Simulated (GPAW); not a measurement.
# Cl in GPAW: the effect of functional

The system is Cl.

```
Cl
1.0
     3.14500   -2.25000    0.00000
     3.14500    2.25000    0.00000
     0.00000    0.00000    8.21000
Cl
4
Direct
  0.37000 0.63000 0.40000
  0.13000 0.87000 0.90000
  0.63000 0.37000 0.60000
  0.87000 0.13000 0.10000
```

Alike in all runs:

- Program: GPAW 26.7.0
- Task: band structure
- Cutoff: 600 eV
- Basis: pw
- k mesh: 5 × 5 × 3
- Occupations: fermi-dirac, width 0.05 eV
- Spin: no spin polarisation

```csv
functional,potentials or basis,gap on the mesh (eV),largest force (eV/Å)
LDA,the program's PAW data sets (release 1.2.1) made for this functional,2.33,0.14
PBE,GPAW PAW data sets (gpaw-data 1.2.1),2.49,0.14
AM05,PAW data sets generated in the run's folder for this functional,2.46,0.23
vdW-DF-cx,GPAW PAW data sets (gpaw-data 1.2.1),2.50,0.21
revPBE,the program's PAW data sets (release 1.2.1) made for this functional,?,?
RPBE,the program's PAW data sets (release 1.2.1) made for this functional,2.58,0.14
BLYP,PAW data sets generated in the run's folder for this functional,2.48,0.63
```

Question: What does the run with functional revPBE give?

Answer: gap on the mesh 2.56 eV; largest force 0.13 eV/Å.

Caveats: the PAW data sets were made with another functional, which shifts forces and pressure a little (some runs).

A k mesh can miss the band edges.
